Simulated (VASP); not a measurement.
Input of a VASP 6.6.1 run:

Contents of INCAR:

```
PREC     = Accurate       # precision mode
ENCUT    = 500            # plane-wave cutoff, eV
EDIFF    = 1E-6           # SCF threshold, eV
ISMEAR   = 0              # smearing method
SIGMA    = 0.02           # smearing width, eV
LREAL    = F              # projectors in reciprocal space
LASPH    = T              # aspherical terms in the spheres
NELM     = 100            # most SCF steps
ALGO     = Normal         # electronic algorithm
ISIF     = 2              # what is computed and relaxed
LWAVE    = F              # write WAVECAR
LCHARG   = T              # write CHGCAR
GGA      = CA             # functional
LELF     = T              # ELF
LVHAR    = T
```

The input KPOINTS:

```
Automatic mesh
0
Gamma
  8 8 8
```

POSCAR

```
AgCl
3.8679
    0.000000000000      0.707102045037      0.707102045037
    0.707102045037      0.000000000000      0.707102045037
    0.707102045037      0.707102045037      0.000000000000
Ag Cl
1 1
Direct
    0.0000000000      0.0000000000      0.0000000000
    0.5000000000      0.5000000000      0.5000000000
```

Potentials or basis: VASP PAW LDA potentials, release 64 (Ag, Cl).

Launch:

```console
$ cat potpaw_LDA.64/Ag/POTCAR potpaw_LDA.64/Cl/POTCAR > POTCAR
$ mpirun -np 1 vasp_std > vasp.out
```

**Question.** Estimate the pressure.

**Answer.** -3.8 GPa.

**Question.** Predict the band gap on the k mesh.

**Answer.** 0.64 eV, indirect (least direct gap 3.11 eV).

**The experiment to reproduce.**

From a printed reference work, data compilation, for a bulk crystal of AgCl: band gap 3.249 eV (indirect).

Measured gap of AgCl: 3.249 eV (indirect; a printed reference work, data compilation). This calculation gives 0.64 eV (-2.61 eV). So large a miss can be the level of theory's own, or it may mean another phase, state or a wrong row. Spin-orbit coupling on Ag is left out. The value is that of LDA on a finite k mesh, which can miss the band edges, without temperature or zero-point motion. Semilocal functionals fall short of measured gaps as a rule.
